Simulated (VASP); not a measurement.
The system is As.

```
As
1.0
    -2.70368    0.00000   -2.70368
     0.00000   -2.70368   -2.70368
    -2.70368   -2.70368    0.00000
As
2
Direct
  0.27635 0.22714 0.25690
  0.72365 0.77286 0.74310
```

This isn't the form of As at room conditions, which is rhombohedral.

The cell isn't the ideal one: all atoms moved at random.

Base run:

| Quantity | Value |
| --- | --- |
| Program | VASP 6.6.1 |
| Functional | HSE(alpha, omega) |
| Potentials or basis | VASP PAW PBE potentials, release 64 (As) |
| Cutoff | 520 eV |
| k mesh | 5 × 5 × 5 |
| Occupations | fermi-dirac, width 0.05 eV |
| Spin | no spin polarisation |

Its results: band gap on the k mesh 0.20 eV, indirect (least direct gap 0.42 eV); pressure 0.6 GPa; largest force 0.994 eV/Å.

Problem. The run is repeated on the same cell with these changes: screening parameter from 0.2 to 0.3. What comes out?

Solution. Band gap on the k mesh 0.18 eV, indirect (least direct gap 0.38 eV); pressure 1.1 GPa; largest force 0.928 eV/Å.

Caveats: the PAW data sets were made with another functional, which shifts forces and pressure a little; an odd mesh through Γ misses points on the zone boundary, where band edges often lie.
